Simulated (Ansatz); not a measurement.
# InAs (F-43m) in Ansatz: further runs, part 2 of 2

Ansatz 0.2.0. Earlier steps stand in the parts before.

### Step 5. Relaxation of cell and atoms, revPBE

Contents of input.yaml:

```yaml
crystal:
  lattice:
    - [0.0, 3.018, 3.018]
    - [3.018, 0.0, 3.018]
    - [3.018, 3.018, 0.0]
  atoms:
    - { symbol: In, position: [0.0, 0.0, 0.0] }
    - { symbol: As, position: [0.75, 0.75, 0.75] }
hamiltonian:
  xc: revpbe
  pseudopotentials: { kind: paw }
kpoints:
  mp_grid: { grid: [8, 8, 8] }
scf:
  occupations: { method: fermi_dirac, width: 0.05 }
output:
  forces: true
  stress: true
  eigenvalues: true
relax:
  f_tol: 0.01
  max_steps: 40
  cell: { stress_tol: 0.05 }
```

Potentials or basis: Ansatz PAW.

Started as:

```bash
> ansatz run input.yaml --threads 2 --pin off --max-ram 5632MiB --backend cpu --events-out ev --progress --plain --runs-dir out
```

Output:

```text
Warning: RAYON_NUM_THREADS=2 ignored (pool sized by the plan → 2); use --threads N
Engine: ansatz 0.2.0, x86_64-unknown-linux-gnu
Pseudopotentials: kind: paw
Pseudopotential: In, paw, valence charge 13, recommended cutoff 420 eV (normal), In.paw.azcp
Pseudopotential: As, paw, valence charge 15, recommended cutoff 420 eV (normal), As.paw.azcp
Functional definition: revPBE
  parameter kappa = 1.245
  parameter beta = 0.06672455060314922
  exchange = pbe_x(kappa = kappa, mu = beta*pi^2/3)
  correlation = pbe_c(beta = beta)
Crystal: 2 atoms, lattice volume = 54.978 Å³
Basis set: ecut = 420 eV, 1067 PW (Γ), exchange–correlation on 60×60×60 points (8 copies of the dense FFT grid, shifted against one another)
Bands: 18, of which v1, the nominal top of the filled ones, is band 14 counted from 1 (13 counted from 0)
Symmetry: 24 space group operations
Space group: F-43m (ITA 216), of the structure as read, at distance tolerance 3.8e-5 Å
k-points: 29 of 512 (time reversal used)
Non-local potential: In, projectors of the file, l = 0: 2, l = 1: 2, l = 2: 2, l = 3: 2
Non-local potential: As, projectors of the file, l = 0: 2, l = 1: 2, l = 2: 3, l = 3: 1
PAW form: soft (Blöchl's): semilocal exchange-correlation on the pseudo side does not see the compensation charge
PAW frozen core: In, regenerated for the run's functional, and the local potential with it (the file was generated under x = pbe(κ = 0.804, μ = 0.2195149727645171), c = pbe(β = 0.06672455060314922))
PAW frozen core: As, regenerated for the run's functional, and the local potential with it (the file was generated under x = pbe(κ = 0.804, μ = 0.2195149727645171), c = pbe(β = 0.06672455060314922))
PAW one-centre angular grid: In, 590 points (default); XC on 64 Gauss nodes
PAW one-centre angular grid: As, 590 points (default); XC on 64 Gauss nodes
Initial density: superposition of atomic densities (neutral atoms: chi_scale 0, normalization atom), corrected by the library's trained network
Initial wavefunctions: pseudopotential atomic-orbital guess
Functional: x = revpbe(κ = 1.245, μ = 0.2195149727645171), c = pbe(β = 0.06672455060314922)
SCF iter   1: F=—  HF=-10464.582537 eV  |F-HF|=—  |Δ(HF+E_count)|=         —  Δρ=2.79e-3  dr2=5.45e-3  ethr=1.77e-3  ⟨swp⟩=6.0  Hψ=2551  notcnv=0
preconditioner: auto → none  [insulator: Δε(μ)=1.017 eV  Ē_g=14.852 eV  σ=0.050 eV  W_gap=0.73  n_scr=14 (ndim 8)  ℏωp=21.2 eV  f_vac=0.106  D(μ)=0.06/eV (n_scr^D=0)  ε∞_Penn≈3.0]
[... 51 lines left out ...]
relax step   5: F+E_penalty+E_count = -10464.66898434 eV  Δ(F+E_penalty+E_count) = -1.198e-3 eV  max|allowed force component| = 1.605e-17 eV/Å  Δτ_max = 0.0000 Å  P = +0.004 GPa  Ω = 60.624 Å³  stress off target by 4.07e-3 GPa  SCF on the basis re-selected at this cell (its energy is not comparable with the rows above)  (6 SCF iters)
basis re-selected at this cell: Δ(F+E_penalty+E_count) = -1.198e-3 eV, ΔP = -0.005 GPa vs the last step (what re-selecting the basis moved, of the pressure what is left beyond the Pulay correction that the steps carried, after the strain that the cell walked since its last selection, with what the two solves' SCF thresholds leave and, on support functions, any second-order correction that the steps lacked; it is no measure of the basis error at this ecutwfc). This SCF's stress stands 4.07e-3 GPa from its target on what of the cell is left free (relax.cell.stress_tol is 5.00e-2 GPa) and its largest allowed force component is 1.60e-17 eV/Å (relax.f_tol is 1.00e-2 eV/Å): within both
SCF converged after 6 iterations
Free energy (F): -10464.668984 eV
Harris-Foulkes:  -10464.668984 eV  (|F-HF|=4.37e-11)
Internal energy: -10464.668373 eV  (E = F + TS)
E sigma→0 (E₀):  -10464.668679 eV
Entropy (-TS):   -0.000612 eV (-0.306 meV/atom)
Fermi energy:    6.813379 eV
--- Per-component energies (eV) ---
  E_band       = -337.454199
  E_kinetic    = 344.543322
  E_local      = -3397.101942  (includes V_loc(G=0)·N_el)
  E_nonlocal   = -304.614163
  E_hartree    = 1633.689525
  E_xc         = -293.946851
  E_vxc        = -176.850922  (∫ρ·V_xc dr)
  E_paw        = -6000.368118  (= ΣΔE_a)
  E_vpaw       = -70.809475  (= ΣTr[D̂ρ^β])
  E_aug_tail   = 0.000033  (compensation charges beyond the density's cutoff)
  E_ewald      = -2446.750185
  E_core_change = -0.119993  (= ΣΔE_core)
  E_smearing   = -0.000612  (= −TS)
  E_closure    = 0.000000  (closes the sum)
  Σ components = -10464.668984   (vs F -10464.668984, Δ=0.00e0)
--- Forces (eV/Å), atoms counted from 1 ---
  atom   1  In    -0.00000000    -0.00000000    -0.00000000
  atom   2  As     0.00000000     0.00000000    -0.00000000
  max |Σ_I F_I| component: 3.27e-17 eV/Å
--- Stress (GPa, compression-positive) ---
        0.004073      -0.000000      -0.000000
       -0.000000       0.004073       0.000000
       -0.000000       0.000000       0.004073
  P = ⅓ Tr σ = 0.0041 GPa (0.041 kbar)
--- Band table (eV; the first three rows and the last of 29) ---
  k-point 0: bands = ["-28.0883", "-28.0883", "-28.0883", "-28.0829", "-28.0829", "-7.4940", "-7.4940", "-7.4940", "-7.4033", "-7.4033", "-4.5183", "6.1868", "6.7576", "6.7576", "6.7576", "10.6567", "10.6567", "10.6567"]
  k-point 1: bands = ["-28.0883", "-28.0883", "-28.0883", "-28.0829", "-28.0829", "-7.5068", "-7.4898", "-7.4898", "-7.4033", "-7.4033", "-4.3830", "4.8406", "6.5950", "6.5950", "7.6330", "10.7657", "10.9043", "10.9043"]
  k-point 2: bands = ["-28.0884", "-28.0883", "-28.0883", "-28.0829", "-28.0829", "-7.5366", "-7.4808", "-7.4808", "-7.4023", "-7.4023", "-4.0148", "3.2466", "6.2682", "6.2682", "7.8406", "11.3101", "11.3101", "11.7150"]
  k-point 28: bands = ["-28.0883", "-28.0883", "-28.0880", "-28.0829", "-28.0827", "-7.6041", "-7.4584", "-7.4404", "-7.4135", "-7.3969", "-2.8441", "1.4482", "4.2000", "4.2974", "10.6021", "11.0940", "11.5696", "12.8878"]
--- Relaxed structure (4 steps of the walk, 4 accepted, 1 SCFs on fresh bases) ---
  F+E_penalty+E_count = -10464.66898434 eV   max|allowed force component| = 1.605e-17 eV/Å   (the final SCF, on the basis selected at the relaxed cell)
  cell:  # Å, volume = 60.6243 Å³
    - [-9.528345701514754e-33, 3.1179720304840868, 3.1179720304840868]
    - [3.1179720304840868, 1.253461520092315e-32, 3.1179720304840868]
    - [3.1179720304840868, 3.1179720304840868, 8.101641532303987e-33]
  atoms:
    - { symbol: In, position: [-9.758342853850725e-34, 1.8266979674646993e-33, 2.153748695264056e-34] }
    - { symbol: As, position: [0.75, 0.75, 0.75] }
```

Wall time 14 s (2 threads of Intel Xeon at 2.70GHz, shared host); peak memory 0.4 GiB.

Results:

* Free energy: -10464.6690 eV
* Relaxed volume: 30.31 Å³/atom
* Relaxed cell: a = 4.409 Å, b = 4.409 Å, c = 4.409 Å, α = 60.00°, β = 60.00°, γ = 60.00°
* Space group after relaxing (to 0.05 Å): F-43m (No. 216)
* Energy gained by relaxing: 44.6 meV/atom
* Ionic steps: 5
* Pressure after relaxing: 0.0 GPa
* Band gap on the k mesh: none (metal or under the smearing width)

The path:
```csv
step,energy change (eV),largest force (eV/Å),volume (Å³)
1,0.0000,0.0000,54.98
2,-0.0825,0.0000,62.17
3,-0.0878,0.0000,60.90
4,-0.0880,0.0000,60.62
5,-0.0892,0.0000,60.62
```

Final structure:
```
CELL_PARAMETERS angstrom
0.00000 3.11797 3.11797
3.11797 0.00000 3.11797
3.11797 3.11797 0.00000
ATOMIC_POSITIONS crystal
In 0.00000 0.00000 0.00000
As 0.75000 0.75000 0.75000
```

Caveat: the plane-wave basis is chosen anew once the cell has moved, so the energies of steps on either side of that aren't comparable; the volume moved by +10 % from the deposited cell, more than functionals usually miss; the PAW data sets come from PBE, with cores solved anew for the run's functional, which leaves a small shift of forces and pressure; this crystal is a semiconductor, whose small gap the functional closes, so the metal is an error of the method.

### Step 6. Relaxation of cell and atoms, BLYP

Changes to input.yaml since step 5:

```diff
@@ -9,3 +9,3 @@
 hamiltonian:
-  xc: revpbe
+  xc: blyp
   pseudopotentials: { kind: paw }
```

Potentials or basis: Ansatz PAW.

Started as:

```bash
> ansatz run input.yaml --threads 2 --pin off --max-ram 5632MiB --backend cpu --events-out ev --progress --plain --runs-dir out
```

Run time: 12 s. Hardware: 2 threads of Intel Xeon at 2.70GHz, shared host; peak memory 0.4 GiB.

It converged, with:

```
Free energy                            : -10481.1882 eV
Relaxed volume                         : 31.47 Å³/atom
Relaxed cell                           : a = 4.465 Å, b = 4.465 Å, c = 4.465 Å, α = 60.00°, β = 60.00°, γ = 60.00°
Space group after relaxing (to 0.05 Å) : F-43m (No. 216)
Energy gained by relaxing              : 81.4 meV/atom
Ionic steps                            : 5
Pressure after relaxing                : 0.0 GPa
Band gap on the k mesh                 : none (metal or under the smearing width)
```

The path:
| step | energy change (eV) | largest force (eV/Å) | volume (Å³) |
| --- | --- | --- | --- |
| 1 | 0.0000 | 0.0000 | 54.98 |
| 2 | -0.1609 | 0.0000 | 63.37 |
| 3 | -0.1613 | 0.0000 | 63.04 |
| 4 | -0.1613 | 0.0000 | 62.95 |
| 5 | -0.1627 | 0.0000 | 62.95 |

Final structure:
```
In As
1.0
     0.00000    3.15729    3.15729
     3.15729    0.00000    3.15729
     3.15729    3.15729    0.00000
In As
1 1
Direct
  0.00000 0.00000 0.00000
  0.75000 0.75000 0.75000
```

Levels at points of the mesh, in eV from the Fermi level:
```csv
k point,band 11,band 12,band 13,band 14,band 15,band 16,band 17,band 18
"(0.00, 0.00, 0.00)",-11.22,-1.06,-0.06,-0.06,-0.06,3.78,3.78,3.78
"(0.00, 0.00, -0.50)",-10.14,-5.24,-0.87,-0.87,0.58,4.56,4.56,6.65
"(0.00, -0.50, -0.50)",-9.74,-5.42,-1.96,-1.96,1.79,1.97,8.24,8.24
```

Caveat: the plane-wave basis is chosen anew once the cell has moved, so the energies of steps on either side of that aren't comparable; the volume moved by +14 % from the deposited cell, more than functionals usually miss; the PAW data sets come from PBE, with cores solved anew for the run's functional, which leaves a small shift of forces and pressure; this crystal is a semiconductor, whose small gap the functional closes, so the metal is an error of the method. Zero-point motion and thermal expansion aren't in these numbers.

### Step 7. The runs side by side

```csv
task,level,cell,smearing,gap on the mesh (eV),pressure (GPa),relaxed volume (Å³/atom)
single point,LDA,as given,gaussian 0.02 eV,none,-0.3,-
single point,PBE,as given,gaussian 0.1 eV,none,4.3,-
single point,PBEsol,as given,gaussian 0.05 eV,none,1.5,-
relaxation of cell and atoms,revPBE,relaxed,fermi-dirac 0.05 eV,none,0.0,30.31
relaxation of cell and atoms,BLYP,relaxed,fermi-dirac 0.05 eV,none,0.0,31.47
```

Alike in all rows: potentials or basis Ansatz PAW; no spin polarisation; k mesh 8 × 8 × 8; cutoff (eV) 420.

Every run on the cell as given and a fine mesh finds a metal. The pressure there spans -0.3 GPa (LDA) to 4.3 GPa (PBE); a positive pressure means that this level wants a larger cell, a negative one a smaller.

Caveats: this crystal is a semiconductor, whose small gap the functional closes, so the metal is an error of the method; the PAW data sets come from PBE, with cores solved anew for the run's functional, which leaves a small shift of forces and pressure (some runs); the plane-wave basis is chosen anew once the cell has moved, so the energies of steps on either side of that aren't comparable (some runs); the volume moved by +10 % from the deposited cell, more than functionals usually miss (some runs); the volume moved by +14 % from the deposited cell, more than functionals usually miss (some runs).

Absolute energies hang on the potentials; compare differences alone.

### Step 8. Against experiment

Step 2. A measured gap of InAs is 0.418 eV (direct; 4.2 K; a printed reference work, data compilation); the calculated 0.00 eV misses it by -0.42 eV. Spin-orbit coupling on As, In is left out. The value is that of LDA on a finite k mesh, which can miss the band edges, without temperature or zero-point motion. Semilocal functionals fall short of measured gaps as a rule.

Step 3. A measured gap of InAs is 0.418 eV (direct; 4.2 K; a printed reference work, data compilation); the calculated 0.00 eV misses it by -0.42 eV. Spin-orbit coupling on As, In is left out. The value is that of PBE on a finite k mesh, which can miss the band edges, without temperature or zero-point motion. Semilocal functionals fall short of measured gaps as a rule.

Step 4. Measured gap of InAs: 0.418 eV (direct; 4.2 K; a printed reference work, data compilation). This calculation gives 0.00 eV (-0.42 eV). Spin-orbit coupling on As, In is left out. The value is that of PBEsol on a finite k mesh, which can miss the band edges, without temperature or zero-point motion. Semilocal functionals fall short of measured gaps as a rule.
